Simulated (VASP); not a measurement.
# KCl in VASP: one cell, several levels of theory

Aim: gap, levels, forces and stress of zincblende KCl, under -2.2 % strain along [111] alone at fixed geometry. Runs: PBE, r2SCAN. This is a trial cell built on a prototype, not taken from a measured structure, and it needn't be the compound's ground state.

Code: VASP 6.6.1. PAW datasets, plane waves. No spin polarisation. The prototype was imposed, so other structures may be more stable.

**1. The system as given**

The cell comes from an earlier relaxation with r2SCAN in another program, then strained, with the atoms relaxed again.

The symmetry is R3m (No. 160, trigonal); a = 4.960 Å, c = 11.880 Å in the conventional setting, 42.19 Å³ an atom. Near K stand 4 Cl at 3.01–3.02 Å; near Cl stand 4 K at 3.01–3.02 Å.

Coordinates:

```xyz
2
Lattice="-0.0519 3.4554 3.4554 3.4554 -0.0519 3.4554 3.4554 3.4554 -0.0519" Properties=species:S:1:pos:R:3 pbc="T T T"
K    -0.0123   -0.0123   -0.0123
Cl    1.7270    1.7270    1.7270
```

**2. PBE at this geometry**

INCAR

```
ENCUT = 520.000000
SIGMA = 0.020000
EDIFF = 1.00e-07
GGA = PE
PREC = Accurate
IBRION = -1
ISIF = 2
ISMEAR = -1
NBANDS = 15
NELM = 120
NSW = 0
LASPH = .TRUE.
LCHARG = .FALSE.
LWAVE = .FALSE.
LREAL = .FALSE.
```

KPOINTS

```
KPOINTS created by Atomic Simulation Environment
0
Gamma
6 6 6
0 0 0
```

KPOINTS_OPT

```
special points
7
Reciprocal
0.0000000000 0.0000000000 0.0000000000 1
-0.5000000000 -0.5000000000 0.0000000000 1
-0.3750000000 -0.3750000000 0.2500000000 1
-0.3750000000 0.0000000000 0.3750000000 1
0.0000000000 0.0000000000 0.5000000000 1
-0.5000000000 -0.2500000000 0.2500000000 1
0.0000000000 0.5000000000 0.5000000000 1
```

POSCAR

```
K  Cl
 1.0000000000000000
    -0.0519077859000000    3.4553750464999999    3.4553750464999999
     3.4553750464999999   -0.0519077859000000    3.4553750464999999
     3.4553750464999999    3.4553750464999999   -0.0519077859000000
 K   Cl
   1   1
Cartesian
 -0.0123186203254604 -0.0123186203254604 -0.0123186203254604
  1.7270291971004603  1.7270291971004603  1.7270291971004603
```

Potentials: the recommended PBE PAW datasets, 16 valence electrons in the neutral cell.

On the command line:

```
$ mpirun -np 1 vasp_std
```

**3. r2SCAN at this geometry**

INCAR

```
ENCUT = 520.000000
SIGMA = 0.010000
EDIFF = 1.00e-07
ALGO = Normal
METAGGA = R2SCAN
PREC = Accurate
IBRION = -1
ISIF = 2
ISMEAR = 0
NBANDS = 15
NELM = 120
NSW = 0
LASPH = .TRUE.
LCHARG = .TRUE.
LELF = .TRUE.
LWAVE = .FALSE.
LREAL = .FALSE.
```

KPOINTS is that of step 2.

KPOINTS_OPT is that of step 2.

POSCAR is that of step 2.

Before running it: what results should come out? Wanted: for each run, gap; pressure.

As calculated:

| level | gap (eV) | pressure (GPa) |
| --- | --- | --- |
| PBE | 4.81 | 0.58 |
| r2SCAN | 5.38 | 0.27 |

In words: The gap spans 4.81 eV (PBE) to 5.38 eV (r2SCAN).
